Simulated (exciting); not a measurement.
A run of exciting (release sodium):

The input run_exciting.py:

```python
import subprocess
import xml.etree.ElementTree as ET
from ase.io import read
from ase.units import Bohr

atoms = read("Hf.cif")
import spglib
from ase import Atoms
cell, positions, numbers = spglib.find_primitive((atoms.cell[:], atoms.get_scaled_positions(), atoms.numbers), symprec=1e-5)
atoms = Atoms(numbers, cell=cell, scaled_positions=positions, pbc=True)
rmt = {'Hf': 2.3}  # bohr
tasks = """
<groundstate do="fromscratch" ngridk="11 11 12" rgkmax="8" gmaxvr="14" lmaxapw="10" lmaxmat="10" lmaxvr="8" stype="Fermi Dirac" swidth="0.00367493" nempty="12" ValenceRelativity="iora*" epsengy="1e-05" epspot="1e-05" maxscl="60" outputlevel="normal">
  <libxc exchange="XC_GGA_X_WC" correlation="XC_GGA_C_PBE"/>
</groundstate>
<properties>
  <chargedensityplot>
    <plot3d>
      <box grid="16 16 16">
        <origin coord="0 0 0"/>
        <point coord="1 0 0"/>
        <point coord="0 1 0"/>
        <point coord="0 0 1"/>
      </box>
    </plot3d>
  </chargedensityplot>
  <elfplot>
    <plot3d>
      <box grid="16 16 16">
        <origin coord="0 0 0"/>
        <point coord="1 0 0"/>
        <point coord="0 1 0"/>
        <point coord="0 0 1"/>
      </box>
    </plot3d>
  </elfplot>
  <exccplot>
    <plot3d>
      <box grid="16 16 16">
        <origin coord="0 0 0"/>
        <point coord="1 0 0"/>
        <point coord="0 1 0"/>
        <point coord="0 0 1"/>
      </box>
    </plot3d>
  </exccplot>
</properties>
"""

root = ET.Element("input")
ET.SubElement(root, "title").text = "Hf"
structure = ET.SubElement(root, "structure", speciespath="./", tshift="false")
crystal = ET.SubElement(structure, "crystal", scale="1.0")
for vector in atoms.cell / Bohr:
    ET.SubElement(crystal, "basevect").text = " ".join(f"{x:.12f}" for x in vector)
symbols = atoms.get_chemical_symbols()
for element in dict.fromkeys(symbols):
    species = ET.SubElement(structure, "species", speciesfile=element + ".xml", rmt=str(rmt[element]))
    for symbol, position in zip(symbols, atoms.get_scaled_positions(wrap=False)):
        if symbol == element:
            ET.SubElement(species, "atom", coord=" ".join(f"{x:.12f}" for x in position))
root.extend(ET.fromstring("<tasks>" + tasks + "</tasks>"))
ET.indent(root)
ET.ElementTree(root).write("input.xml")
subprocess.run(["exciting_smp"], check=True)
```

Hf.cif

```cif
data_Hf
_cell_length_a 3.05816088
_cell_length_b 3.07133474
_cell_length_c 3.07626498
_cell_angle_alpha 118.88438588
_cell_angle_beta 110.96572638
_cell_angle_gamma 98.92148442
_space_group_name_H-M_alt 'P-1'
_space_group_name_Hall '-P 1'
_space_group_IT_number 2
loop_
_space_group_symop_operation_xyz
'x,y,z'
'-x,-y,-z'
loop_
_atom_site_label
_atom_site_type_symbol
_atom_site_symmetry_multiplicity
_atom_site_Wyckoff_symbol
_atom_site_fract_x
_atom_site_fract_y
_atom_site_fract_z
_atom_site_occupancy
Hf1 Hf 1 a 0.0000000000 0.0000000000 0.0000000000 1
```

Potentials or basis: all-electron LAPW+lo, shipped species files, valence relativity iora*.

The run is started by

```sh
$ OMP_NUM_THREADS=1 python run_exciting.py
```

Hardware: 1 thread of Arm Neoverse V1, with other jobs on the host.

Task: Estimate the wall time of this run.

Result: Wall time 5.9 min on 1 thread of Arm Neoverse V1, with other jobs on the host, peak memory 0.11 GiB. Counts: scf iterations 12, plane waves 110.
